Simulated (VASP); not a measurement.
# C (Fd-3m) in VASP: notebook

Runs on C. Level: LDA. Tasks: single point.

Everything below comes from runs of VASP 6.6.1. Logs are shortened: lines on timing, memory, paths and dates and some standing lists are left out, and cuts for length are marked.

## 1. The undisturbed crystal

Symmetry: Fd-3m, No. 227, cubic system. The conventional cell has a = 3.567 Å, b = 3.567 Å, c = 3.567 Å, α = 90.00°, β = 90.00°, γ = 90.00°. C (site symmetry -43m) is surrounded by 4 C at 1.54 Å.

This isn't the form of C at room conditions, which is graphite.

## 2. Single point, LDA (grid = ENCUT=400 dk=0.9 cell=2x2x1 ISMEAR=0 SIGMA=0.05 LREAL=Auto EDIFF=1e-06)

Input file INCAR:

```
SYSTEM = C
PREC = Accurate
ENCUT = 400
EDIFF = 1E-6
ISMEAR = 0
SIGMA = 0.05
LREAL = Auto
LASPH = .True.
NELM = 120
ALGO = Fast
ISIF = 2
LWAVE = .False.
LCHARG = .False.
GGA = CA
NBANDS = 24
```

Input file KPOINTS:

```
regular mesh
0
Gamma
  4 4 4
  0 0 0
```

Input file POSCAR:

```
C
1.0
    0.0000000000      3.5667400000      3.5667400000
    3.5667400000      0.0000000000      3.5667400000
    1.7833700000      1.7833700000      0.0000000000
C
8
Direct
    0.3750000000      0.3750000000      0.7500000000
    0.3750000000      0.8750000000      0.7500000000
    0.8750000000      0.3750000000      0.7500000000
    0.8750000000      0.8750000000      0.7500000000
    0.2500000000      0.2500000000      0.5000000000
    0.2500000000      0.7500000000      0.5000000000
    0.7500000000      0.2500000000      0.5000000000
    0.7500000000      0.7500000000      0.5000000000
```

Potentials or basis: VASP PAW LDA potentials, release 64 (C).

Started as:

```bash
> cat potpaw_LDA.64/C/POTCAR > POTCAR
> mpirun -np 1 vasp_std > vasp.out
```

OUTCAR:

```text
SYSTEM = C
   PREC = Accurate
   ENCUT = 400
   EDIFF = 1E-6
   ISMEAR = 0
   LREAL = Auto
   LASPH = .True.
   NELM = 120
   ISIF = 2
   GGA = CA

 Found     21 irreducible k-points:

 Following reciprocal coordinates:
            Coordinates               Weight
  0.000000  0.000000  0.000000      1.000000
  0.250000  0.000000  0.000000      4.000000
  0.500000  0.000000  0.000000      2.000000
  0.250000  0.250000  0.000000      2.000000
  0.500000  0.250000  0.000000      4.000000
 -0.250000  0.250000  0.000000      2.000000
   k-points           NKPTS =     21   k-points in BZ     NKDIM =     21   number of bands    NBANDS=     24
   number of dos      NEDOS =    301   number of ions     NIONS =      8
   total plane-waves  NPLWV =  20736
   dimension x,y,z NGX =    36 NGY =   36 NGZ =   16
   dimension x,y,z NGXF=    72 NGYF=   72 NGZF=   32
   ions per type =               8
   NGX,Y,Z   is equivalent  to a cutoff of  11.86, 11.86, 10.55 a.u.
   NGXF,Y,Z  is equivalent  to a cutoff of  23.73, 23.73, 21.09 a.u.
 SYSTEM =  C
   PREC   = accura    normal or accurate (medium, high low for compatibility)
   ISTART =      0    job   : 0-new  1-cont  2-samecut
   ICHARG =      2    charge: 1-file 2-atom 10-const
   ISPIN  =      1    spin polarized calculation?
   LNONCOLLINEAR =      F non collinear calculations
   LSORBIT =      F    spin-orbit coupling
   LASPH  =      T    aspherical Exc in radial PAW
   ENCUT  =  400.0 eV  29.40 Ry    5.42 a.u.   8.23  8.23  4.11*2*pi/ulx,y,z
   NELM   =    120;   NELMIN=  2; NELMDL= -5     # of ELM steps
   EDIFF  = 0.1E-05   stopping-criterion for ELM
   LREAL  =      T    real-space projection
   EDIFFG = 0.1E-04   stopping-criterion for IOM
   NSW    =      0    number of steps for IOM
   IBRION =     -1    ionic relax: 0-MD 1-quasi-New 2-CG
   NFREE  =      0    steps in history (QN), initial steepest desc. (CG)
   ISIF   =      2    stress and relaxation
   ISYM   =      2    0-nonsym 1-usesym 2-fastsym
   POTIM  = 0.5000    time-step for ionic-motion
   TEBEG  =    0.0;   TEEND  =   0.0 temperature during run
   PSTRESS=    0.0 pullay stress
   NELECT =      32.0000    total number of electrons
   NUPDOWN=      -1.0000    fix difference up-down
   EMIN   =  10.00;   EMAX   =-10.00  energy-range for DOS
   EFERMI =   0.00;   METHOD = LEGACY
   ISMEAR =     0;   SIGMA  =   0.05  broadening in eV -4-tet -1-fermi 0-gaus
   EFERMI_NEDOS =   21; number of points for ismear=-14 and -15
   IALGO  =     68    algorithm
   IMIX   =      4    mixing-type and parameters
     AMIX     =   0.40;   BMIX     =  1.00
     AMIX_MAG =   1.60;   BMIX_MAG =  1.00
  volume/ion in A,a.u.               =       5.67        38.28
  Fermi-wavevector in a.u.,A,eV,Ry     =   1.457203  2.753714 28.891161  2.123440
  Thomas-Fermi vector in A             =   2.574032
   LORBIT       =      0    0 simple, 1 ext, 2 COOP (PROOUT), +10 PAW based schemes
   GGA     = CA    functional components
   LHFCALC =     F    Hartree Fock is set to
   AEXX    =    0.0000 exact exchange contribution
   IVDW    =     0    specifies the selected vdW correction
   LEPSILON=     F    determine dielectric tensor
   LRPA    =     F    only Hartree local field effects (RPA)
 non-spin polarized calculation
 RMM-DIIS sequential band-by-band and
 Gauss-broadening in eV      SIGMA  =   0.05
  energy-cutoff  :      400.00
  volume of cell :       45.37
 maximum number of plane-waves:       844
 NGX is ok and might be reduce to    36
   NGX = 17   NGY = 17   NGZ =  9

 number of electron      32.0000001 magnetization

 Free energy of the ion-electron system (eV)
  ---------------------------------------------------
  ext. energy  EPLUGINS =         0.00000000
  ---------------------------------------------------
  free energy    TOTEN  =       -80.90116014 eV

  energy without entropy =      -80.90116014  energy(sigma->0) =      -80.90116014

 E-fermi :  10.0197     XC(G=0): -13.4985

 val. band max:        9.7508764192   @ k =   0.0000   0.0000   0.0000
 cond. band min:      13.8263281793   @ k =   0.2500   0.2500   0.0000
 fundamental gap:      4.0754517601
 Fermi energy:        10.0196944164

 k-point     1 :       0.0000    0.0000    0.0000
  band No.  band energies     occupation
      1     -11.5952      2.00000
      2      -5.7551      2.00000
      3      -5.7551      2.00000
      4      -3.6334      2.00000
      5      -3.6334      2.00000
      6      -2.8872      2.00000
[... 16 lines left out ...]
     23      18.1177      0.00000
     24      18.1212      0.00000

 k-point     2 :       0.2500    0.0000    0.0000
  band No.  band energies     occupation
      1     -11.1633      2.00000
      2      -7.8079      2.00000
      3      -5.8395      2.00000
      4      -4.5769      2.00000
      5      -2.7829      2.00000
      6      -0.8797      2.00000
[... 16 lines left out ...]
     23      18.0515      0.00000
     24      18.0558      0.00000

 k-point     3 :       0.5000    0.0000    0.0000
  band No.  band energies     occupation
      1      -9.8804      2.00000
      2      -9.8804      2.00000
      3      -5.5601      2.00000
      4      -5.5601      2.00000
      5      -0.9700      2.00000
      6      -0.9700      2.00000
[... 16 lines left out ...]
     23      17.9240      0.00000
     24      17.9240      0.00000

 k-point     4 :       0.2500    0.2500    0.0000
  band No.  band energies     occupation
      1     -11.0196      2.00000
      2      -6.6306      2.00000
      3      -6.6306      2.00000
      4      -6.5430      2.00000
      5      -1.7595      2.00000
      6      -1.7595      2.00000
[... 16 lines left out ...]
     23      17.8861      0.00000
     24      18.8364      0.00000

 k-point     5 :       0.5000    0.2500    0.0000
  band No.  band energies     occupation
      1     -10.0208      2.00000
      2      -8.8977      2.00000
      3      -7.7813      2.00000
      4      -4.8408      2.00000
      5      -1.7950      2.00000
      6       2.0226      2.00000
[... 16 lines left out ...]
     23      19.1177      0.00000
     24      19.3281      0.00000

 k-point     6 :      -0.2500    0.2500    0.0000
  band No.  band energies     occupation
      1     -10.4479      2.00000
      2      -8.2064      2.00000
      3      -8.2064      2.00000
      4      -3.0430      2.00000
      5      -1.8605      2.00000
      6       0.3657      2.00000
[... 16 lines left out ...]
     23      19.7689      0.00000
     24      19.8212      0.00000

 [... further k-points ...]

------------------------ aborting loop because EDIFF is reached ----------------------------------------

  FORCE on cell =-STRESS in cart. coord.  units (eV):
  Direction    XX          YY          ZZ          XY          YZ          ZX
  --------------------------------------------------------------------------------------
  -------------------------------------------------------------------------------------
  Total       -4.2381193     -4.2381193     -4.5410973      0.2913919      0.0000000      0.0000000
  in kB     -149.6474796   -149.6474796   -160.3455960     10.2890133      0.0000000      0.0000000
  external PRESSURE =    -153.2135184 kB  Pullay stress =       0.0000000 kB

 VOLUME and BASIS-vectors are now :
 -----------------------------------------------------------------------------
  energy-cutoff  :      400.00
  volume of cell :       45.37
      direct lattice vectors                 reciprocal lattice vectors
     0.000000000  3.566740000  3.566740000    -0.140184034  0.140184034  0.140184034
     3.566740000  0.000000000  3.566740000     0.140184034 -0.140184034  0.140184034
     1.783370000  1.783370000  0.000000000     0.280368067  0.280368067 -0.280368067

 POSITION                                       TOTAL-FORCE (eV/Angst)
 -----------------------------------------------------------------------------------
      2.67505      2.67505      2.67505        -0.000000     -0.000000     -0.029364
      4.45843      2.67505      4.45843        -0.000000     -0.000000     -0.029364
      2.67505      4.45843      4.45843        -0.000000     -0.000000     -0.029364
      4.45843      4.45843      6.24179        -0.000000     -0.000000     -0.029364
      1.78337      1.78337      1.78337         0.000000      0.000000      0.029364
      3.56674      1.78337      3.56674         0.000000      0.000000      0.029364
      1.78337      3.56674      3.56674         0.000000      0.000000      0.029364
      3.56674      3.56674      5.35011         0.000000      0.000000      0.029364
 -----------------------------------------------------------------------------------
    total drift:                               -0.000000     -0.000000      0.000000

  FREE ENERGIE OF THE ION-ELECTRON SYSTEM (eV)
  ---------------------------------------------------
  free  energy   TOTEN  =       -80.9011601357 eV

  energy  without entropy=      -80.9011601357  energy(sigma->0) =      -80.90116014
```

It took 46 s on 1 thread of Intel Xeon Platinum 8488C (Sapphire Rapids), shared host; peak memory 0.13 GiB.

These settings aren't checked as converged: the numbers below hold their error.

What came out:

```
Free energy            : -80.9012 eV
Band gap on the k mesh : 4.08 eV
```

Caveat: the k mesh is coarse (spacing up to 0.76 Å⁻¹), so the values aren't converged; the cutoff is under 1.25 times the usual one of these potentials, so pressure, stress and relaxed cells hold a basis-set (Pulay) error; the result breaks the symmetry of the cell; the real-space grid breaks the cell's symmetry a little.

## 3. Single point, LDA (grid = ENCUT=400 dk=0.6 cell=2x2x1 ISMEAR=0 SIGMA=0.05 LREAL=Auto EDIFF=1e-06)

INCAR is that of step 2.

Input file KPOINTS:

```
regular mesh
0
Gamma
  6 6 6
  0 0 0
```

POSCAR is that of step 2.

Potentials or basis: VASP PAW LDA potentials, release 64 (C).

Started as:

```bash
> cat potpaw_LDA.64/C/POTCAR > POTCAR
> mpirun -np 1 vasp_std > vasp.out
```

Run time: 92 s. Hardware: 1 thread of Intel Xeon Platinum 8488C (Sapphire Rapids), shared host; peak memory 0.14 GiB.

These settings aren't checked as converged: the numbers below hold their error.

Results:

- Free energy: -80.9825 eV
- Band gap on the k mesh: 4.11 eV

Caveat: the k mesh is coarse (spacing up to 0.51 Å⁻¹), so the values aren't converged; the cutoff is under 1.25 times the usual one of these potentials, so pressure, stress and relaxed cells hold a basis-set (Pulay) error; the real-space grid breaks the cell's symmetry a little.

## 4. The reference run

An earlier run on the cell as given: functional PBE; potentials or basis VASP PAW PBE potentials, release 64 (C); cutoff 520 eV; k mesh 13 × 13 × 13; occupations fermi-dirac, width 0.05 eV; no spin polarisation.

* Pressure: 2.5 GPa
* Band gap on the k mesh: 4.14 eV, indirect (least direct gap 5.59 eV)
